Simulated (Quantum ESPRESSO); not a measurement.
Set up this calculation in Quantum ESPRESSO 7.5, as the native input.

| Item | Value |
| --- | --- |
| Task | single point |
| Functional | PBE |
| Potentials or basis | SSSP 1.3 efficiency PBE |
| Cutoff | 748 eV |
| Density cutoff | 5987 eV |
| k mesh | 9 × 8 × 6 |
| Occupations | fermi-dirac, width 0.05 eV |
| Spin | collinear spin, ferromagnetic start |
| Starting moments | [1.0, 1.0, 0.0, 0.0] μB |
| Mixing beta | 0.3 |
| Most SCF iterations | 120 |
| SCF threshold | 8e-10 Ry |

The system is SiNi.

```
Ni Si
1.0
     2.94277    0.00000    0.00000
     0.00000    3.28033    0.00000
     0.00000    0.00000    4.67745
Ni Si
2 2
Direct
  0.50000 0.50000 0.34250
  0.00000 0.00000 0.65750
  0.50000 0.50000 0.84314
  0.00000 0.00000 0.15686
```

The cell is a database's computed one.

These files were run (other wordings do the same):

pw.in

```
&CONTROL
  calculation = 'scf'
  prefix = 'pwscf'
  outdir = './tmp'
  pseudo_dir = './pseudo'
  tprnfor = .true.
  tstress = .true.
  disk_io = 'low'
/
&SYSTEM
  ibrav = 0
  celldm(1) = 8
  nat = 4
  ntyp = 2
  ecutwfc = 55
  ecutrho = 440
  nbnd = 34
  occupations = 'smearing'
  smearing = 'fd'
  degauss = 0.00367493
  nspin = 2
  starting_magnetization(1) = 0.0556
  starting_magnetization(2) = 0
/
&ELECTRONS
  conv_thr = 8d-10
  electron_maxstep = 120
  mixing_beta = 0.3
/
ATOMIC_SPECIES
Ni    58.6934 ni_pbe_v1.4.uspp.F.UPF
Si    28.0850 Si.pbe-n-rrkjus_psl.1.0.0.UPF
CELL_PARAMETERS alat
  0.6951288243730   0.0000000000000   0.0000000000000
  0.0000000000000   0.7748646087769   0.0000000000000
  0.0000000000000   0.0000000000000   1.1048866673648
ATOMIC_POSITIONS crystal
Ni     0.5000000000    0.5000000000    0.3424955900
Ni     0.0000000000    0.0000000000    0.6575044100
Si     0.5000000000    0.5000000000    0.8431431600
Si     0.0000000000    0.0000000000    0.1568568400
K_POINTS automatic
9 8 6 0 0 0
```

pp_density.in

```
&INPUTPP
  prefix = 'pwscf'
  outdir = './tmp'
  filplot = 'density.dat'
  plot_num = 0
/
&PLOT
  nfile = 1
  filepp(1) = 'density.dat'
  iflag = 3
  output_format = 6
  fileout = 'density.cube'
/
```

pp_potential.in

```
&INPUTPP
  prefix = 'pwscf'
  outdir = './tmp'
  filplot = 'potential.dat'
  plot_num = 11
/
&PLOT
  nfile = 1
  filepp(1) = 'potential.dat'
  iflag = 3
  output_format = 6
  fileout = 'potential.cube'
/
```

pp_spin.in

```
&INPUTPP
  prefix = 'pwscf'
  outdir = './tmp'
  filplot = 'spin.dat'
  plot_num = 6
/
&PLOT
  nfile = 1
  filepp(1) = 'spin.dat'
  iflag = 3
  output_format = 6
  fileout = 'spin.cube'
/
```

Potentials or basis: SSSP 1.3 efficiency PBE.

Launch:

```bash
$ OMP_NUM_THREADS=1 mpirun -n 2 pw.x -nk 2 -in pw.in > pw.out
$ OMP_NUM_THREADS=1 mpirun -n 1 pp.x -in pp_density.in > pp_density.out
$ OMP_NUM_THREADS=1 mpirun -n 1 pp.x -in pp_potential.in > pp_potential.out
$ OMP_NUM_THREADS=1 mpirun -n 1 pp.x -in pp_spin.in > pp_spin.out
```

It gave:

```yaml
Pressure: 6.9 GPa
Largest_force: 0.073 eV/Å
Band_gap_on_the_k_mesh: none (metal or under the smearing width)
Net_moment: 0.00 μB per cell
Absolute_moment: 0.00 μB per cell
Valence_electrons_inside_the_program's_atomic_spheres: Ni 16.49; Si 1.82
```

Run time: 99 s on 2 MPI ranks on Intel(R) Xeon(R) 6975P-C (Granite Rapids), with other jobs on the host, peak memory 0.52 GiB a rank.
